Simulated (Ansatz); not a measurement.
CuO:

```
Cu O
1.0
     1.99097   -2.15355    0.00000
     1.99097    2.15355    0.00000
     0.00000    0.00000    5.15593
Cu O
2 2
Direct
  0.50000 0.00000 0.00000
  0.00000 0.50000 0.50000
  0.50000 0.50000 0.25000
  0.50000 0.50000 0.75000
```

Measurements of this composition are mostly on another form, of space group No. 15.

Base run:

- Program: Ansatz 0.2.0
- Functional: PBE
- Potentials or basis: Ansatz PAW
- Cutoff: 420 eV (not typed: the program's choice for these potentials)
- k mesh: 9 × 9 × 5
- Occupations: fermi-dirac, width 0.05 eV
- Spin: no spin polarisation
- Hubbard terms: Cu d U = 6 eV

Its results: band gap on the k mesh none (metal or under the smearing width); pressure 4.7 GPa.

Q: The run is repeated on the same cell with these changes: hubbard terms from Cu d U = 6 eV to Cu d U = 5 eV. What comes out?

A: Band gap on the k mesh none (metal or under the smearing width); pressure 4.1 GPa.

Caveats: the run has no spin polarisation, though such a crystal can be magnetic; U without spin polarisation on a metal has little footing.
